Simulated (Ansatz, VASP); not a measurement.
One calculation of Pt, two programs

The input POSCAR:

```
Pt
1.0
   -1.5709065975      1.5709065975      1.5709065975
    1.5709065975     -1.5709065975      1.5709065975
    1.5709065975      1.5709065975     -1.5709065975
Pt
1
Direct
    0.0000000000      0.0000000000      0.0000000000
```

INCAR.step1

```
ALGO     = Normal         # electronic algorithm
EDIFF    = 1E-4           # SCF threshold, eV
ENCUT    = 520            # plane-wave cutoff, eV
GGA      = PE             # functional
ISMEAR   = -1             # smearing method
LASPH    = T              # aspherical terms in the spheres
LCHARG   = F              # write CHGCAR
LREAL    = F              # projectors in reciprocal space
LWAVE    = T              # write WAVECAR
NBANDS   = 11             # bands
NELM     = 60             # most SCF steps
PREC     = Accurate       # precision mode
SIGMA    = 0.1            # smearing width, eV
```

The input INCAR.step2:

```
ALGO     = Normal         # electronic algorithm
EDIFF    = 1E-6           # SCF threshold, eV
ENCUT    = 520            # plane-wave cutoff, eV
ISIF     = 2              # what is computed and relaxed
ISMEAR   = -1             # smearing method
ISTART   = 1            
LASPH    = T              # aspherical terms in the spheres
LCHARG   = T              # write CHGCAR
LELF     = T              # ELF
LMIXTAU  = T            
LREAL    = F              # projectors in reciprocal space
LVHAR    = T            
LWAVE    = F              # write WAVECAR
METAGGA  = R2SCAN         # meta-GGA
NBANDS   = 11             # bands
NELM     = 60             # most SCF steps
PREC     = Accurate       # precision mode
SIGMA    = 0.1            # smearing width, eV
```

The input KPOINTS:

```
k-points
0
Gamma
  13 13 13
```

Input for Ansatz:

```yaml
crystal:
  lattice:
    - [-1.5709065974562684, 1.5709065974562684, 1.5709065974562684]
    - [1.5709065974562684, -1.5709065974562684, 1.5709065974562684]
    - [1.5709065974562684, 1.5709065974562684, -1.5709065974562684]
  atoms:
    - { symbol: Pt, position: [0.0, 0.0, 0.0] }
basis:
  ecutwfc: 600.0
kpoints:
  mp_grid:
    grid: [13, 13, 13]
hamiltonian:
  xc: r2scan
  pseudopotentials:
    kind: paw
scf:
  occupations:
    method: fermi_dirac
    width: 0.1
output:
  stress: true
```

This isn't the form of Pt at room conditions, which is fcc.

Alike in both runs: task single point; functional r2SCAN; k mesh 13 × 13 × 13; occupations fermi-dirac, width 0.1 eV; no spin polarisation.

|  | VASP | Ansatz |
| --- | --- | --- |
| version | VASP 6.6.1 | Ansatz 0.2.0 |
| potentials or method | VASP PAW PBE potentials, release 64 (Pt) | plane waves, PAW |
| plane-wave cutoff (eV) | 520 | 600 |
| valence electrons in the cell | 10 | 18 |

```tsv
	VASP	Ansatz	Ansatz less VASP
pressure (GPa)	0.4	-0.2	-0.62
```

With one functional, cell and mesh, what is left measures potentials, basis and numerics. The two sets of potentials don't hold the same shells in valence.

Caveats: the PAW data sets were made with another functional, which shifts forces and pressure a little (VASP). Spin-orbit coupling is left out, which matters for the levels of Pt.
